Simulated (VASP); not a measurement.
# H6C2O: single point with PBE+D3(BJ)

The system is H6C2O.

```
CELL_PARAMETERS angstrom
7.04192 0.00000 0.00000
0.00000 7.04192 0.00000
0.00000 0.00000 7.04192
ATOMIC_POSITIONS crystal
C 0.54450 0.77723 0.48011
C 0.45096 0.65006 0.33302
C 0.99955 0.39603 0.89200
C 0.00004 0.58715 0.95690
C 0.06343 0.04071 0.55428
C 0.97598 0.21122 0.43012
C 0.51054 0.20743 0.79589
C 0.49315 0.07479 0.95463
O 0.58478 0.55432 0.20421
O 0.82559 0.69673 0.93065
O 0.12052 0.25805 0.27576
O 0.57690 0.13157 0.12506
H 0.55607 0.43362 0.17130
H 0.34120 0.54508 0.40676
H 0.37855 0.76719 0.25100
H 0.59531 0.72041 0.62085
H 0.64576 0.86168 0.42143
H 0.40874 0.85421 0.51290
H 0.74932 0.67446 0.03611
H 0.05621 0.63301 0.09254
H 0.10227 0.66506 0.85758
H 0.12994 0.33597 0.85241
H 0.93206 0.29222 0.97473
H 0.92763 0.38869 0.76641
H 0.10911 0.40066 0.25247
H 0.83579 0.16312 0.38603
H 0.95328 0.34019 0.52372
H 0.00411 0.08474 0.70604
H 0.00005 0.90554 0.51747
H 0.21501 0.07021 0.57068
H 0.70320 0.17201 0.07113
H 0.34410 0.06084 0.01178
H 0.51191 0.92322 0.93006
H 0.39400 0.23592 0.69428
H 0.53223 0.35433 0.89295
H 0.61517 0.14950 0.69779
```

The cell was built by a generator and needn't be a form met in nature.

```
Program                : VASP 6.6.1
Task                   : single point
Functional             : PBE
Dispersion             : D3(BJ)
Potentials or basis    : VASP PAW PBE potentials, release 64 (C, O, H)
Cutoff                 : 520 eV
k mesh                 : 1 × 1 × 1
Occupations            : fermi-dirac, width 0.02 eV
Spin                   : no spin polarisation
Dipole correction      : no
Further INCAR settings : LREAL = Auto; ALGO = Normal; EDIFF = 1e-06; NBANDS = 64
```

| Item | Value |
| --- | --- |
| Pressure | 1.0 GPa |
| Largest force | 5.806 eV/Å |
| Band gap on the k mesh | 5.03 eV, direct |
| Dispersion energy per atom | -0.040 eV |

Forces in eV/Å, atoms in the order of the input:
```
C   -2.992 -2.210  2.594
C   -0.459 -0.685 -0.138
C   -0.076 -1.501  0.816
C    0.880  4.712 -1.238
C   -1.993  3.692  1.768
C    2.207 -0.358  0.770
C    0.251  2.706  0.514
C   -5.067 -2.430  1.461
O    0.771  4.737  1.909
O    1.907 -0.132 -2.197
O   -1.774  1.356  1.010
O    3.306  1.283 -0.315
H   -1.466 -4.318 -0.653
H    1.432  1.198 -1.202
H   -0.218 -1.263 -0.244
H   -0.089 -0.225 -0.985
H    1.994  2.095 -1.349
H    1.051  0.503  0.373
H   -1.827 -0.652  2.214
H    0.249 -0.643  0.955
H   -0.534 -0.339  0.582
H    1.938 -0.319  0.125
H   -0.713 -1.068  1.471
H   -1.780  0.277 -2.693
H    0.003 -1.921  0.249
H   -0.183  0.178 -0.884
H    0.344 -0.702 -0.791
H    0.616 -1.145 -1.674
H    0.562 -0.525 -0.182
H    0.047 -0.849 -0.444
H   -0.464 -0.298  1.416
H   -0.067  0.451 -0.845
H    1.083 -0.346 -0.638
H   -0.320 -0.271  0.840
H    0.271 -1.899 -2.651
H    1.106  0.912  0.056
```

Stress tensor (GPa, compression positive):
```
1.26 1.76 2.31
1.76 0.57 0.07
2.31 0.07 1.02
```

Levels at points of the mesh, in eV from the valence-band top:
```tsv
k point	band 36	band 37	band 38	band 39	band 40	band 41	band 42	band 43	band 44	band 45
(0.00, 0.00, 0.00)	-1.02	-0.31	-0.26	-0.15	0.00	5.03	6.16	6.28	6.62	6.89
```

Run time: 74 s on 1 thread of Intel(R) Xeon(R) Platinum 8375C CPU @ 2.90GHz (Ice Lake), with other jobs on the host, peak memory 0.34 GiB.

PBE gaps usually lie below the measured ones, often by a third to a half.
